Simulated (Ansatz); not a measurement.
# SnO (P4/nmm), random displacements

The calculation used Ansatz, DFT PBE+D3(BJ), scalar-relativistic, plane waves, PAW. Settings: plane waves to 420 eV, k-mesh 12×12×10 (Γ-centred), Gaussian smearing 0.15 eV. No spin polarisation. Energies are free energies at this smearing, counted from the undisturbed cell; pressure is positive in compression.

Zero of the scan (as given, not relaxed at this level):

```
Sn O
1.0
     3.80200    0.00000    0.00000
     0.00000    3.80200    0.00000
     0.00000    0.00000    4.83600
Sn O
2 2
Cartesian
  0.0000 1.9010 1.1534
  1.9010 0.0000 3.6826
  0.0000 0.0000 0.0000
  1.9010 1.9010 0.0000
```

The atoms are displaced (Å, in the unstrained cell):

| atom | ux | uy | uz |
| --- | --- | --- | --- |
| Sn1 | -0.001 | 0.027 | 0.020 |
| Sn2 | 0.016 | 0.020 | -0.028 |
| O3 | -0.023 | -0.078 | -0.046 |
| O4 | 0.007 | 0.031 | 0.054 |

Strain (Voigt, engineering shear): (0.0356, 0.0606, -0.0198, -0.0342, 0.1182, 0.0398).

Problem. What are the energy change, the stress and the forces?

Solution. ΔE = 78.4 meV/atom; stress (xx, yy, zz, yz, xz, xy; compression positive) (-3.91, -7.44, -2.23, 1.28, -4.51, -2.66) GPa; gap on the mesh 0.45 eV.
```tsv
atom	Fx (eV/Å)	Fy	Fz
Sn1	-0.57	0.10	-0.38
Sn2	0.44	-0.17	0.54
O3	-0.04	0.41	0.32
O4	0.18	-0.34	-0.48
```

Cost: 1 run of about 0.71 core-minutes, on AMD EPYC 9R45 (Zen 5) (shared hosts).